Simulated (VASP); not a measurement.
# NaI (Fm-3m) in VASP: further runs, part 2 of 2

VASP 6.6.1. Earlier steps stand in the parts before.

**6. Single point, PBE**

The input, INCAR:

```
SYSTEM = NaI
PREC = Low ; ENCUT = 450
EDIFF = 1E-6 ; ISMEAR = 0
SIGMA = 0.05 ; LREAL = .FALSE.
LASPH = .TRUE. ; NELM = 100
ALGO = Normal ; ISIF = 2
LWAVE = .FALSE. ; LCHARG = .FALSE.
GGA = PE ; NBANDS = 14
ADDGRID = .FALSE.
```

The input, KPOINTS:

```
Automatic mesh
0
G
  5 5 5
  0 0 0
```

The input, POSCAR:

```
NaI
1.0
    0.0000000000      3.2364000000      3.2364000000
    3.2364000000      0.0000000000      3.2364000000
    3.2364000000      3.2364000000      0.0000000000
I Na
1 1
Direct
    0.5000000000      0.5000000000      0.5000000000
    0.0000000000      0.0000000000      0.0000000000
```

Potentials or basis: VASP PAW PBE potentials, release 64 (I, Na_pv).

On the command line:

```
$ cat potpaw_PBE.64/I/POTCAR potpaw_PBE.64/Na_pv/POTCAR > POTCAR
$ mpirun -np 1 vasp_std > vasp.out
```

OUTCAR:

```text
SYSTEM = NaI
   PREC = Low
   ENCUT = 450
   EDIFF = 1E-6
   ISMEAR = 0
   LREAL = .FALSE.
   LASPH = .TRUE.
   NELM = 100
   ISIF = 2
   GGA = PE

 Found     10 irreducible k-points:

 Following reciprocal coordinates:
            Coordinates               Weight
  0.000000  0.000000  0.000000      1.000000
  0.200000  0.000000  0.000000      8.000000
  0.400000  0.000000  0.000000      8.000000
  0.200000  0.200000  0.000000      6.000000
  0.400000  0.200000  0.000000     24.000000
 -0.400000  0.200000  0.000000     24.000000
   k-points           NKPTS =     10   k-points in BZ     NKDIM =     10   number of bands    NBANDS=     14
   number of dos      NEDOS =    301   number of ions     NIONS =      2
   total plane-waves  NPLWV =  13824
   dimension x,y,z NGX =    24 NGY =   24 NGZ =   24
   dimension x,y,z NGXF=    24 NGYF=   24 NGZF=   24
   ions per type =               1   1
   NGX,Y,Z   is equivalent  to a cutoff of   8.72,  8.72,  8.72 a.u.
   NGXF,Y,Z  is equivalent  to a cutoff of   8.72,  8.72,  8.72 a.u.
 SYSTEM =  NaI
   PREC   = low       normal or accurate (medium, high low for compatibility)
   ISTART =      0    job   : 0-new  1-cont  2-samecut
   ICHARG =      2    charge: 1-file 2-atom 10-const
   ISPIN  =      1    spin polarized calculation?
   LNONCOLLINEAR =      F non collinear calculations
   LSORBIT =      F    spin-orbit coupling
   LASPH  =      T    aspherical Exc in radial PAW
   ENCUT  =  450.0 eV  33.07 Ry    5.75 a.u.   7.92  7.92  7.92*2*pi/ulx,y,z
   NELM   =    100;   NELMIN=  2; NELMDL= -5     # of ELM steps
   EDIFF  = 0.1E-05   stopping-criterion for ELM
   LREAL  =      F    real-space projection
   EDIFFG = 0.1E-04   stopping-criterion for IOM
   NSW    =      0    number of steps for IOM
   IBRION =     -1    ionic relax: 0-MD 1-quasi-New 2-CG
   NFREE  =      0    steps in history (QN), initial steepest desc. (CG)
   ISIF   =      2    stress and relaxation
   ISYM   =      2    0-nonsym 1-usesym 2-fastsym
   POTIM  = 0.5000    time-step for ionic-motion
   TEBEG  =    0.0;   TEEND  =   0.0 temperature during run
   PSTRESS=    0.0 pullay stress
   NELECT =      14.0000    total number of electrons
   NUPDOWN=      -1.0000    fix difference up-down
   EMIN   =  10.00;   EMAX   =-10.00  energy-range for DOS
   EFERMI =   0.00;   METHOD = LEGACY
   ISMEAR =     0;   SIGMA  =   0.05  broadening in eV -4-tet -1-fermi 0-gaus
   EFERMI_NEDOS =   21; number of points for ismear=-14 and -15
   IALGO  =     38    algorithm
   IMIX   =      4    mixing-type and parameters
     AMIX     =   0.40;   BMIX     =  1.00
     AMIX_MAG =   1.60;   BMIX_MAG =  1.00
  volume/ion in A,a.u.               =      33.90       228.76
  Fermi-wavevector in a.u.,A,eV,Ry     =   0.967636  1.828567 12.739397  0.936319
  Thomas-Fermi vector in A             =   2.097538
   LORBIT       =      0    0 simple, 1 ext, 2 COOP (PROOUT), +10 PAW based schemes
   GGA     = PE    functional components
   LHFCALC =     F    Hartree Fock is set to
   AEXX    =    0.0000 exact exchange contribution
   IVDW    =     0    specifies the selected vdW correction
   LEPSILON=     F    determine dielectric tensor
   LRPA    =     F    only Hartree local field effects (RPA)
 non-spin polarized calculation
 Gauss-broadening in eV      SIGMA  =   0.05
  energy-cutoff  :      450.00
  volume of cell :       67.80
 maximum number of plane-waves:      1479
   NGX = 15   NGY = 15   NGZ = 15

 number of electron      13.9998799 magnetization

 Free energy of the ion-electron system (eV)
  ---------------------------------------------------
  ext. energy  EPLUGINS =         0.00000000
  ---------------------------------------------------
  free energy    TOTEN  =        -5.38997157 eV

  energy without entropy =       -5.38997157  energy(sigma->0) =       -5.38997157

 E-fermi :   1.1131     XC(G=0):  -7.7006

 val. band max:        0.8091136312   @ k =   0.0000   0.0000   0.0000
 cond. band min:       4.4517633275   @ k =   0.0000   0.0000   0.0000
 fundamental gap:      3.6426496963
 Fermi energy:         1.1130592960

 k-point     1 :       0.0000    0.0000    0.0000
  band No.  band energies     occupation
      1     -21.6399      2.00000
      2     -21.6354      2.00000
      3     -21.6354      2.00000
      4     -10.2079      2.00000
      5       0.8089      2.00000
      6       0.8089      2.00000
      7       0.8091      2.00000
      8       4.4518      0.00000
      9       8.7403      0.00000
     10       8.7403      0.00000
     11       8.7430      0.00000
     12      10.5589      0.00000
     13      10.5589      0.00000
     14      11.2491      0.00000

 k-point     2 :       0.2000    0.0000    0.0000
  band No.  band energies     occupation
      1     -21.6403      2.00000
      2     -21.6370      2.00000
      3     -21.6355      2.00000
      4     -10.1050      2.00000
      5      -0.1500      2.00000
      6       0.7062      2.00000
      7       0.7062      2.00000
      8       5.4816      0.00000
      9       8.2253      0.00000
     10       8.8994      0.00000
     11       8.9055      0.00000
     12      10.0969      0.00000
     13      10.0973      0.00000
     14      11.4583      0.00000

 k-point     3 :       0.4000    0.0000    0.0000
  band No.  band energies     occupation
      1     -21.6417      2.00000
      2     -21.6387      2.00000
      3     -21.6357      2.00000
      4      -9.9263      2.00000
      5      -1.2150      2.00000
      6       0.5527      2.00000
      7       0.5529      2.00000
      8       5.9206      0.00000
      9       8.3460      0.00000
     10       8.3529      0.00000
     11       9.2626      0.00000
     12      10.9317      0.00000
     13      11.8684      0.00000
     14      11.8687      0.00000

 k-point     4 :       0.2000    0.2000    0.0000
  band No.  band energies     occupation
      1     -21.6408      2.00000
      2     -21.6366      2.00000
      3     -21.6359      2.00000
      4     -10.0735      2.00000
      5      -0.1239      2.00000
      6       0.5217      2.00000
      7       0.5220      2.00000
      8       5.8375      0.00000
      9       7.4987      0.00000
     10       8.5513      0.00000
     11       9.5977      0.00000
     12       9.5999      0.00000
     13      11.0017      0.00000
     14      13.2562      0.00000

 k-point     5 :       0.4000    0.2000    0.0000
  band No.  band energies     occupation
      1     -21.6417      2.00000
      2     -21.6381      2.00000
      3     -21.6363      2.00000
      4      -9.9235      2.00000
      5      -0.8773      2.00000
      6       0.2140      2.00000
      7       0.3544      2.00000
      8       6.3757      0.00000
      9       7.5094      0.00000
     10       8.1660      0.00000
     11       9.4051      0.00000
     12      11.0866      0.00000
     13      12.4368      0.00000
     14      12.9268      0.00000

 k-point     6 :      -0.4000    0.2000    0.0000
  band No.  band energies     occupation
      1     -21.6416      2.00000
      2     -21.6390      2.00000
      3     -21.6366      2.00000
      4      -9.8606      2.00000
      5      -1.1169      2.00000
      6      -0.0858      2.00000
      7       0.4166      2.00000
      8       6.6616      0.00000
      9       7.4667      0.00000
     10       8.8846      0.00000
     11       9.2015      0.00000
     12      11.5524      0.00000
     13      11.7320      0.00000
     14      12.7255      0.00000

 [... further k-points ...]

------------------------ aborting loop because EDIFF is reached ----------------------------------------

  FORCE on cell =-STRESS in cart. coord.  units (eV):
  Direction    XX          YY          ZZ          XY          YZ          ZX
  --------------------------------------------------------------------------------------
  -------------------------------------------------------------------------------------
  Total        0.1830345      0.1830345      0.1830345     -0.0000000     -0.0000000      0.0000000
  in kB        4.3254076      4.3254076      4.3254076     -0.0000000     -0.0000000      0.0000000
  external PRESSURE =       4.3254076 kB  Pullay stress =       0.0000000 kB

 VOLUME and BASIS-vectors are now :
 -----------------------------------------------------------------------------
  energy-cutoff  :      450.00
  volume of cell :       67.80
      direct lattice vectors                 reciprocal lattice vectors
     0.000000000  3.236400000  3.236400000    -0.154492646  0.154492646  0.154492646
     3.236400000  0.000000000  3.236400000     0.154492646 -0.154492646  0.154492646
     3.236400000  3.236400000  0.000000000     0.154492646  0.154492646 -0.154492646

 POSITION                                       TOTAL-FORCE (eV/Angst)
 -----------------------------------------------------------------------------------
      3.23640      3.23640      3.23640         0.000000      0.000000      0.000000
      0.00000      0.00000      0.00000        -0.000000     -0.000000     -0.000000
 -----------------------------------------------------------------------------------
    total drift:                               -0.000000     -0.000000     -0.000000

  FREE ENERGIE OF THE ION-ELECTRON SYSTEM (eV)
  ---------------------------------------------------
  free  energy   TOTEN  =        -5.3899715679 eV

  energy  without entropy=       -5.3899715679  energy(sigma->0) =       -5.38997157
```

OSZICAR:

```text
N       E                     dE             d eps       ncg     rms          rms(c)
DAV:   1     0.818044185181E+02    0.81804E+02   -0.62101E+03   280   0.795E+02
DAV:   2     0.504499197030E+00   -0.81300E+02   -0.76792E+02   292   0.206E+02
DAV:   3    -0.531902487105E+01   -0.58235E+01   -0.57954E+01   376   0.572E+01
DAV:   4    -0.545059464590E+01   -0.13157E+00   -0.13155E+00   322   0.892E+00
DAV:   5    -0.545352292425E+01   -0.29283E-02   -0.29283E-02   382   0.127E+00    0.163E+00
DAV:   6    -0.539643286052E+01    0.57090E-01   -0.71379E-02   334   0.156E+00    0.110E+00
DAV:   7    -0.538791347309E+01    0.85194E-02   -0.65274E-02   322   0.130E+00    0.608E-01
DAV:   8    -0.539000195704E+01   -0.20885E-02   -0.55110E-03   334   0.588E-01    0.181E-01
DAV:   9    -0.538995943666E+01    0.42520E-04   -0.21879E-04   328   0.128E-01    0.389E-02
DAV:  10    -0.538997123221E+01   -0.11796E-04   -0.36481E-05   310   0.597E-02    0.975E-03
DAV:  11    -0.538997156791E+01   -0.33570E-06   -0.41257E-06   358   0.185E-02
   1 F= -.53899716E+01 E0= -.53899716E+01  d E =-.585168E-19
```

Wall time 6.3 s (1 thread of Intel Xeon Platinum 8488C (Sapphire Rapids), shared host); peak memory 0.11 GiB.

These settings aren't checked as converged: the numbers below hold their error.

What came out:

| Quantity | Value |
| --- | --- |
| Free energy | -5.3900 eV |
| Pressure | 0.4 GPa |
| Band gap on the k mesh | 3.64 eV, direct |

Caveat: spin-orbit coupling is left out, which moves the levels of the heavy elements.
